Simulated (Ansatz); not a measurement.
# Cobalt, simple cubic under revPBE: structure, energy and stiffness

Aim: take cobalt in the simple cubic structure, relax it, solve it on a dense k-mesh, then scale the cell to 7 volumes from 88 to 112 % of the relaxed one and try a fit of the equation of state. The start is ferromagnetic. The k-meshes are 14×14×14 for the relaxation; 22×22×22 for the dense run; 15×15×15 for the volumes.

This is Co in the simple cubic structure; at room conditions it is hcp.

Program: Ansatz 0.2.0. Level of theory: DFT revPBE, plane waves (420 eV) with PAW, scalar-relativistic; the PAW data stem from PBE, with regenerated cores. These are calculated values, not measurements.

### 1 Starting point

Symmetry: Pm-3m, No. 221, cubic system. The conventional cell has a = 2.287 Å, b = 2.287 Å, c = 2.287 Å, α = 90.00°, β = 90.00°, γ = 90.00°. Co (site symmetry m-3m) is surrounded by 6 Co at 2.29 Å.

Structure file:

```
Co
1.0
     2.28685    0.00000    0.00000
     0.00000    2.28685    0.00000
     0.00000    0.00000    2.28685
Co
1
Direct
  0.00000 0.00000 0.00000
```

The atoms start with moments of +1.7 μB.

### 2 Relaxation of the cell

input.yaml reads:

```yaml
crystal:
  lattice:
    - [2.286848805, 0.0, 0.0]
    - [0.0, 2.286848805, 0.0]
    - [0.0, 0.0, 2.286848805]
  atoms:
    - { symbol: Co, position: [0.0, 0.0, 0.0], spin: 1.7 }
hamiltonian:
  xc: revpbe
  pseudopotentials:
    kind: paw
    azcp:
      Co: "pseudopotentials/Co.paw.azcp"
basis:
  ecutwfc: 420
  fft_grid_basis: typed
kpoints:
  mp_grid: { grid: [14, 14, 14], shift: [0, 0, 0] }
magnetization:
  spin_polarized: true
scf:
  occupations: { method: fermi_dirac, width: 0.05 }
relax:
  max_steps: 60
  f_tol: 0.01
  cell: {}
output:
  write_density: true
  write_potential: true
  elf: true
  volumetric_format: npy
```

The runs that follow: Single point on a dense mesh; At 88 % of the relaxed volume; At 92 % of the relaxed volume; At 96 % of the relaxed volume; At 100 % of the relaxed volume; At 104 % of the relaxed volume; At 108 % of the relaxed volume; At 112 % of the relaxed volume.

Before running it: what results should come out? Wanted: space group; conventional cell; volume; shortest distance; gap on the mesh; magnetic state; relative to hcp, ferromagnetic; V₀, B₀, B₀′.

**Answer**, as computed:

```
                      quantity                                  value
space group (spins left aside)                        Pm-3m (No. 221)
             conventional cell                            a = 2.359 Å
                        volume                         13.119 Å³/atom
             shortest distance                                2.359 Å
               gap on the mesh           none (levels filled in part)
                magnetic state  ferromagnetic, up to 1.93 μB per atom
relative to hcp, ferromagnetic                          +753 meV/atom
                   V₀, B₀, B₀′           13.125 Å³/atom, 133 GPa, 3.5
```

From the guessed start the volume grew by 9.7 % in 7 steps. It lies 753 meV/atom above the element's reference form at the same level (hcp, ferromagnetic, from a run of its own). The final state is ferromagnetic (largest moment 1.93 μB). No gap shows: it is a metal or semimetal at this level. B₀ comes out at 133 GPa. The symmetry was held, so the structure may be unstable against distortions that break it.
